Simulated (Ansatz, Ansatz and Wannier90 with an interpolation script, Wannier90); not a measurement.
## From a coarse GW mesh to bands everywhere: BP (honeycomb monolayer)

G0W0 gives levels on a mesh alone; what do the bands of BP (honeycomb monolayer) look like between the points?

Program: Ansatz 0.2.0. Level of theory: PBE, Wannier functions and G0W0, plane waves, PAW. Results are calculated unless marked as measured.

### 1. Starting point

The cell holds 2 atoms: 1 B and 1 P. Its edges and angles: a = 3.214 Å, b = 3.214 Å, c = 23.200 Å, α = 90.0°, β = 90.0°, γ = 120.0°. Vacuum lies along c.

As a file:

```cif
data_structure
_symmetry_space_group_name_H-M 'P 1'
_symmetry_Int_Tables_number 1
_cell_length_a 3.2142
_cell_length_b 3.2142
_cell_length_c 23.2000
_cell_angle_alpha 90.000
_cell_angle_beta 90.000
_cell_angle_gamma 120.000
_cell_volume 207.57
loop_
_atom_site_label
_atom_site_type_symbol
_atom_site_fract_x
_atom_site_fract_y
_atom_site_fract_z
_atom_site_occupancy
B1 B 0.33333 0.66667 0.50000 1
P2 P 0.66667 0.33333 0.50000 1
```

The structure was relaxed with PBE. The structure was generated from a model, not taken from a measurement. The runs that relaxed it are not among those shown. The default PAW set here is soft_2. Its files were made with PBE. The Coulomb interaction is cut off across the vacuum.

### 2. PBE bands

Levels along a band path, at the cheap level, show where the edges lie and whether the meshes to come will hold them.

This step: DFT, PBE, plane waves, PAW.

Input file input.yaml:

```yaml
crystal:
  lattice:
    - [3.2141843468, 0.0, 0.0]
    - [-1.6070921734, 2.7835652968, 0.0]
    - [0.0, 0.0, 23.2]
  atoms:
    - { symbol: B, position: [0.3333333333, 0.6666666667, 0.5000000158] }
    - { symbol: P, position: [0.6666666667, 0.3333333333, 0.4999999842] }
  periodic: [true, true, false]
kpoints:
  mp_grid: { grid: [12, 12, 1] }
  band_path:
    path:
      - [0, 0, 0]
      - [0.5, 0, 0]
      - [0.3333333333333, 0.3333333333333, 0]
      - [0, 0, 0]
    npoints: 10
hamiltonian:
  xc: pbe
scf:
  occupations: { method: fermi_dirac, width: 0.02 }
  n_extra_bands: 101
output:
  eigenvalues: true
  fatbands: true
  write_density: true
  write_potential: true
  elf: true
  volumetric_format: npy
```

Launch:

```console
$ ansatz run input.yaml --threads 12 --pin off --max-ram 22118MiB --backend cpu --events-out ev --progress --plain --runs-dir out
```

Numbers of over 12 decimals in the logs are rounded to 6 here.

Output:

```text
scf.n_extra_bands = 101 over 4 filled bands (N_el = 8.0): the run solves 105 bands
Engine: ansatz 0.2.0, aarch64-unknown-linux-gnu
Pseudopotentials: kind: paw
Pseudopotential: B, paw, valence charge 3, recommended cutoff 420 eV (normal), B.paw.azcp
Pseudopotential: P, paw, valence charge 5, recommended cutoff 420 eV (normal), P.paw.azcp
Functional definition: PBE
  parameter kappa = 0.804
  parameter beta = 0.066725
  exchange = pbe_x(kappa = kappa, mu = beta*pi^2/3)
  correlation = pbe_c(beta = beta)
Crystal: 2 atoms, lattice volume = 207.568 Å³
Basis set: ecut = 420 eV, 4097 PW (Γ)
Bands: 105, of which v1, the nominal top of the filled ones, is band 4 counted from 1 (3 counted from 0)
Symmetry: 12 space group operations
Space group: P-6m2 (ITA 187), of the structure as read, at distance tolerance 5.9e-5 Å
k-points: 19 of 144 (time reversal used)
Non-local potential: B, projectors of the file, l = 0: 2, l = 1: 2, l = 2: 1
Non-local potential: P, projectors of the file, l = 0: 2, l = 1: 2, l = 2: 2
PAW form: soft (Blöchl's): semilocal exchange-correlation on the pseudo side does not see the compensation charge
PAW one-centre angular grid: B, 110 points (default); XC on 64 Gauss nodes
PAW one-centre angular grid: P, 110 points (default); XC on 64 Gauss nodes
Initial density: superposition of atomic densities (neutral atoms: chi_scale 0, normalization atom), corrected by the library's trained network
Initial wavefunctions: pseudopotential atomic-orbital guess
Functional: x = pbe(κ = 0.804, μ = 0.219515), c = pbe(β = 0.066725)
SCF iter   1: F=—  HF=-911.682575 eV  |F-HF|=—  |Δ(HF+E_count)|=         —  Δρ=7.89e-4  dr2=1.46e-3  ethr=1.77e-3  ⟨swp⟩=7.0  Hψ=10156  notcnv=0  defer=1441
preconditioner: auto → none  [insulator: Δε(μ)=0.864 eV  Ē_g=30.924 eV  σ=0.020 eV  W_gap=1.00  n_scr=10 (ndim 8)  ℏωp=7.3 eV  f_vac=0.779  D(μ)=0.00/eV (n_scr^D=0)  ε∞_Penn≈1.1]
SCF iter   2: F=—  HF=-911.683392 eV  |F-HF|=—  |Δ(HF+E_count)|=   8.17e-4  Δρ=3.51e-4  dr2=2.48e-4  ethr=1.83e-5  ⟨swp⟩=3.6  Hψ=2607  notcnv=0  defer=1789
SCF iter   3: F=—  HF=-911.683773 eV  |F-HF|=—  |Δ(HF+E_count)|=   3.81e-4  Δρ=9.80e-5  dr2=2.67e-5  ethr=3.11e-6  ⟨swp⟩=2.7  Hψ=411  notcnv=0  defer=1789
SCF iter   4: F=—  HF=-911.683792 eV  |F-HF|=—  |Δ(HF+E_count)|=   1.87e-5  Δρ=1.35e-4  dr2=5.47e-5  ethr=3.34e-7  ⟨swp⟩=3.0  Hψ=1614  notcnv=0  defer=1789
SCF iter   5: F=—  HF=-911.683781 eV  |F-HF|=—  |Δ(HF+E_count)|=   1.13e-5  Δρ=5.85e-5  dr2=1.03e-5  ethr=3.34e-7  ⟨swp⟩=2.4  Hψ=415  notcnv=0  defer=1789
SCF iter   6: F=—  HF=-911.683779 eV  |F-HF|=—  |Δ(HF+E_count)|=   2.01e-6  Δρ=1.50e-5  dr2=6.86e-7  ethr=1.29e-7  ⟨swp⟩=2.6  Hψ=432  notcnv=0  defer=1789
SCF iter   7: F=-911.683779 eV  HF=-911.683779 eV  |F-HF|=1.87e-9  |Δ(HF+E_count)|=   4.61e-8  Δρ=8.03e-7  dr2=1.55e-9  ethr=1.25e-9  ⟨swp⟩=20.3  Hψ=25788  notcnv=0
SCF 1 converged in 7 iterations: F = -911.683779 eV  dr2 = 1.55e-9
[...]
NSCF: frozen V_eff on 31 k-points
WARN: The output density's exchange-correlation potential varies sharply where the density is thin. Do not read a vacuum level from v_tot or v_xc, or from such a field of the output density. On a cell that repeats whose density bears no net charge and no dipole along the vacuum's axis use v_es (v_loc + v_h of the components); under efield.dipole_correction with no amplitude use v_es + v_field, which holds any externa [...]
SCF converged after 7 iterations
Free energy (F): -911.683779 eV
Harris-Foulkes:  -911.683779 eV  (|F-HF|=1.87e-9)
Internal energy: -911.683779 eV  (E = F + TS)
E sigma→0 (E₀):  -911.683779 eV
Fermi energy:    -4.675400 eV
--- Per-component energies (eV) ---
  E_band       = -89.101640
  E_kinetic    = 118.405394
  E_local      = -3429.362678  (includes V_loc(G=0)·N_el)
  E_nonlocal   = 45.927365
  E_hartree    = 1642.065674
  E_xc         = -92.983873
  E_vxc        = -97.885429  (∫ρ·V_xc dr)
  E_paw        = -648.085348  (= ΣΔE_a)
  E_vpaw       = -10.317407  (= ΣTr[D̂ρ^β])
  E_aug_tail   = 0.000000  (compensation charges beyond the density's cutoff)
  E_ewald      = 1452.349686
  E_smearing   = -0.000000  (= −TS)
  E_closure    = 0.000000  (closes the sum)
  Σ components = -911.683779   (vs F -911.683779, Δ=0.00e0)
--- Band table (eV; the first three rows and the last of 19) ---
  k-point 0: bands = [-18.8003, -9.2580, -6.7858, -6.7858, -1.3601 (-1.3602°), -0.4769 (-0.4769°), -0.4769 (-0.4769°), -0.2331 (-0.2504°), ... 97 higher]
  k-point 1: bands = [-18.6949, -9.1436, -7.3219, -6.9894, -1.2435 (-1.2436°), -0.6633 (-0.6633°), -0.1012 (-0.1183°), -0.0493 (-0.0493°), ... 97 higher]
  k-point 2: bands = [-18.3819, -8.8032, -8.5833, -7.4600, -1.1791 (-1.1791°), -0.7600 (-0.7601°), 0.2918 (0.2758°), 1.0226, ... 97 higher]
  k-point 18: bands = [-15.3800, -13.0331, -11.3814, -5.1240, -4.2268, 1.2582, 2.1458, 3.3189, ... 97 higher]
  ° read free of the cell's end (the report's vacuum.weakly_bound_levels)
```

Elapsed: 13 s, on 12 threads of Arm Neoverse V2, shared host; peak memory 1.7 GiB; 2.5 min of CPU time.

The column dr2 measures how far the density is from self-consistency, as an energy; F and HF (Harris–Foulkes) agree once it is small.

Numbers from this step:

```
filled bands         : 4
gap                  : 0.8972 eV
valence top at       : K
conduction bottom at : K
least direct gap     : 0.8972 eV
```

The gap is direct, at (0.333, 0.333, 0.000).

ELF in the ca plane at fractional y = 0.333, with atoms of P within 0.2 Å of it. It is the smooth field of the valence electrons, not physical close to the nuclei.

Values, 5 rows by 16 columns, each cell a mean:
```
0.00 0.00 0.00 0.00 0.00 0.03 0.38 0.73 0.68 0.59 0.11 0.00 0.00 0.00 0.00 0.00
0.00 0.00 0.00 0.00 0.00 0.07 0.53 0.57 0.26 0.71 0.20 0.01 0.00 0.00 0.00 0.00
0.00 0.00 0.00 0.00 0.00 0.04 0.39 0.73 0.67 0.60 0.12 0.00 0.00 0.00 0.00 0.00
0.00 0.00 0.00 0.00 0.00 0.01 0.14 0.53 0.63 0.28 0.03 0.00 0.00 0.00 0.00 0.00
0.00 0.00 0.00 0.00 0.00 0.01 0.13 0.52 0.62 0.27 0.03 0.00 0.00 0.00 0.00 0.00
```
Columns run along c (16.0 Å, from fractional 0.16 to 0.84 of the cell), rows up along a (3.2 Å). Atoms in or near the plane, at fractional coordinates: P at (0.50, 0.67).

Electrostatic potential energy in the ca plane at fractional y = 0.333, with atoms of P within 0.2 Å of it. With pseudopotentials it is smooth inside the atoms' cores, unlike the true potential.

Values in eV, 5 rows by 16 columns, each cell a mean:
```
  0   0   0   0   0   0  -1 -15 -25  -3   0   0   0   0   0   0
  0   0   0   0   0   0  -1 -25 -34  -6   0   0   0   0   0   0
  0   0   0   0   0   0  -1 -16 -25  -3   0   0   0   0   0   0
  0   0   0   0   0   0   0  -5  -7  -1   0   0   0   0   0   0
  0   0   0   0   0   0   0  -4  -7  -1   0   0   0   0   0   0
```
Columns run along c (16.0 Å, from fractional 0.16 to 0.84 of the cell; values clipped at the 3rd and 97th percentile), rows up along a (3.2 Å). Atoms in or near the plane, at fractional coordinates: P at (0.50, 0.67).

### 3. Overlaps and projections on 24×24×1

This step: overlaps and projections of PBE states for Wannier90, plane waves, PAW.

input.yaml, the sections that differ from step 2:

```yaml
kpoints:
  mp_grid: { grid: [12, 12, 1] }
scf:
  occupations: { method: fixed }
  n_extra_bands: 101
output:
  wannier:
    kmesh: [24, 24, 1]
    projections: [{ species: B, l: p, shell: 2 }, { species: P, l: p, shell: 3 }]
    minimise: false
    seedname: w
    disentanglement: { window: [-13.59, 13.93], frozen_window: [-13.59, -2.33] }
# crystal, hamiltonian: as in step 2
```

Output:

```text
[...]
Crystal: 2 atoms, lattice volume = 207.568 Å³
Basis set: ecut = 420 eV, 4097 PW (Γ)
Bands: 105, of which v1, the nominal top of the filled ones, is band 4 counted from 1 (3 counted from 0)
Symmetry: 12 space group operations
[...]
k-points: 19 of 144 (time reversal used)
[...]
k-point 1: bands = [-18.6949, -9.1436, -7.3219, -6.9894, -1.2438 (-1.2439°), -0.6633 (-0.6634°), -0.1043 (-0.1216°), -0.0493 (-0.0493°), ... 97 higher]
  k-point 2: bands = [-18.3819, -8.8032, -8.5833, -7.4600, -1.1791 (-1.1791°), -0.7602 (-0.7604°), 0.2888 (0.2726°), 1.0142, ... 97 higher]
  k-point 18: bands = [-15.3800, -13.0331, -11.3814, -5.1240, -4.2268, 1.2582, 2.1458, 3.3189, ... 97 higher]
  ° read free of the cell's end (the report's vacuum.weakly_bound_levels)
[key lines of the parts left out:]
SCF converged after 7 iterations
Free energy (F): -911.683779 eV
Fermi energy:    -5.123978 eV
```

Run time: 27 s. Hardware: 12 threads; peak memory 4.4 GiB.

(Continued in part 2 of 3.)

[Paths, hosts, dates, memory and timing lines, banners, echoed tables and standing remarks are left out of the program output.]

[Logs are printed without paths, hosts, clocks, repeated set-up lines and the standing remarks that a program may print on its own settings, such as how far it seeks lower states.]

[Runs of the session that timed out or met a known fault of the program may be left out.]

[Hosts, paths, dates, database ids (printed as entryN), source tags and the programs' standing remarks are cut or masked in the printed files.]
